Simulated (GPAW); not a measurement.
Here is a GPAW 26.7.0 calculation.

The input run.py:

```python
from ase import Atoms
from ase.dft.bandgap import bandgap
from ase.io import write
from ase.units import GPa
from gpaw import GPAW, PW

atoms = Atoms(['As', 'B'],
              cell=[[0.0, 2.3885, 2.3885],
                    [2.3885, 0.0, 2.3885],
                    [2.3885, 2.3885, 0.0]],
              scaled_positions=[[0.75, 0.75, 0.75],
                                [0.0, 0.0, 0.0]],
              pbc=True)

calc = GPAW(mode=PW(800),
            xc='PBE',
            kpts={'size': (10, 10, 10), 'gamma': True},
            occupations={'name': 'fermi-dirac', 'width': 0.05},
            nbands=11,
            convergence={'density': 1e-05, 'energy': 1e-05},
            maxiter=150,
            txt='gpaw.txt')
atoms.calc = calc
energy = atoms.get_potential_energy()
forces = atoms.get_forces()
stress = atoms.get_stress()
calc.write('gs.gpw')
write('result.traj', atoms)
print(f'Energy: {energy:.6f} eV')
print('Forces (eV/A):')
print(forces.round(4))
print('Stress (GPa):', (stress / GPa).round(3))
print('Fermi level:', round(calc.get_fermi_level(), 4), 'eV')
print(f'Gap: {bandgap(calc)[0]:.4f} eV, direct: {bandgap(calc, direct=True)[0]:.4f} eV')
```

Potentials or basis: GPAW PAW data sets (gpaw-data 1.2.1), pw.

Launch:

```bash
$ OMP_NUM_THREADS=1 python run.py
```

**Question.** Estimate the pressure.

**Answer.** 3.3 GPa.

**Question.** What does it give for the band gap on the k mesh?

**Answer.** 1.18 eV, indirect (least direct gap 3.29 eV).

A k mesh can miss the band edges. Expect the measured gap to be larger: semilocal functionals such as PBE lack the derivative discontinuity.
